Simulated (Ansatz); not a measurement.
# CuI: a single-point run

Aim: a sound single-point run of CuI. The structure is shown as the input types it. The cell is built on a prototype (rocksalt) and needn't be the phase found in nature.

Computed with Ansatz 0.2.0 (density functional or hybrid calculation with the settings of its input, plane waves (as first typed), unless a step's input says otherwise).

5 further runs of the same task are left out: 1 for a known fault of the program, 4 that didn't finish.

## 1. Starting point

Symmetry: Fm-3m, No. 225, cubic system. The conventional cell has a = 5.712 Å, b = 5.712 Å, c = 5.712 Å, α = 90.00°, β = 90.00°, γ = 90.00°. Cu (site symmetry m-3m) is surrounded by 6 I at 2.86 Å. I (site symmetry m-3m) has 6 Cu at 2.86 Å as nearest neighbours.

Coordinates:

```
Cu I
1.0
     0.00000    2.85611    2.85611
     2.85611    0.00000    2.85611
     2.85611    2.85611    0.00000
Cu I
1 1
Direct
  0.00000 0.00000 0.00000
  0.50000 0.50000 0.50000
```

## 2. Running it

Input file input.yaml:

```yaml
crystal:
  lattice:
    - [0.0, 2.8561103477, 2.8561103477]
    - [2.8561103477, 0.0, 2.8561103477]
    - [2.8561103477, 2.8561103477, 0.0]
  atoms:
    - { symbol: Cu, position: [0.0, 0.0, 0.0] }
    - { symbol: I, position: [0.5, 0.5, 0.5] }
kpoints:
  mp_grid: { grid: [6, 6, 6] }
hamiltonian:
  xc: pbe
scf:
  occupations: { method: fermi_dirac, width: 0.02 }
  n_extra_bands: 4
  mixing: { beta: 0.005 }
  max_iter: 96
output:
  forces: true
  stress: true
  eigenvalues: true
```

Launch:

```
> ansatz run input.yaml --threads 4 --pin off --max-ram 3686MiB --backend cpu --events-out ev --progress --plain --runs-dir out
```

Q: Will this input give a usable result? If not, why, and what should change?

The program finished normally. That alone doesn't make the input a sound one.

The suspect setting: scf.mixing.beta is 0.005. What could go wrong: mixing too weak. Here it converged all the same; such a setting changes the road, not the converged state.

Run again and compare: delete scf.mixing.beta (the default then holds).
